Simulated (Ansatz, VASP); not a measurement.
## Two plane-wave programs on BiS

File POSCAR:

```
BiS
1.0
    3.5798271504      0.0000000000      0.0000000000
    0.0000000000      3.5798271504      0.0000000000
    0.0000000000      0.0000000000      3.5798271504
Bi S
1 1
Direct
    0.0000000000      0.0000000000      0.0000000000
    0.5000000000      0.5000000000      0.5000000000
```

File INCAR.step1:

```
PREC = Accurate
ENCUT = 520
ISMEAR = 0
SIGMA = 0.05
LREAL = False
LASPH = True
NELM = 60
NBANDS = 18
GGA = PE
ALGO = Normal
EDIFF = 1E-4
LWAVE = True
LCHARG = False
```

Contents of INCAR.step2:

```
PREC = Accurate
ENCUT = 520
EDIFF = 1E-6
ISMEAR = 0
SIGMA = 0.05
LREAL = False
LASPH = True
NELM = 60
ALGO = Normal
ISIF = 2
LWAVE = False
LCHARG = False
METAGGA = R2SCAN
LMIXTAU = True
NBANDS = 18
ISTART = 1
```

The input KPOINTS:

```
Automatic mesh
0
Gamma
  10 10 10
```

Input for Ansatz:

```yaml
crystal:
  lattice:
    - [3.5798271504, 0.0, 0.0]
    - [0.0, 3.5798271504, 0.0]
    - [0.0, 0.0, 3.5798271504]
  atoms:
    - { symbol: Bi, position: [0.0, 0.0, 0.0] }
    - { symbol: S, position: [0.5, 0.5, 0.5] }
basis:
  ecutwfc: 500
  ecutrho_ratio: 4
kpoints:
  mp_grid: { grid: [10, 10, 10] }
hamiltonian:
  xc: r2scan
scf:
  occupations: { method: gaussian, width: 0.05 }
output:
  forces: true
  stress: true
  eigenvalues: true
  populations: true
  write_density: true
  write_potential: true
  elf: true
  volumetric_format: npy
```

Alike in both runs: task single point; functional r2SCAN; k mesh 10 × 10 × 10; occupations gaussian, width 0.05 eV; no spin polarisation.

|  | VASP | Ansatz |
| --- | --- | --- |
| version | VASP 6.6.1 | Ansatz 0.2.0 |
| potentials or method | VASP PAW PBE potentials, release 64 (Bi_d, S) | scalar-relativistic, plane waves, PAW |
| plane-wave cutoff (eV) | 520 | 500 |
| valence electrons in the cell | 21 | 21 |

Ansatz gave:

```
gap on the k mesh at the Fermi level (eV) : none
pressure (GPa)                            : -0.8
```

What did VASP give for the same quantities?

gap on the k mesh at the Fermi level (eV): none; pressure (GPa): -0.9.

A gap of «none» marks a metal or a gap that the smearing closes.

Caveats: the PAW data sets were made with another functional, which shifts forces and pressure a little (VASP); spin-orbit coupling is left out, which moves the levels of the heavy elements.
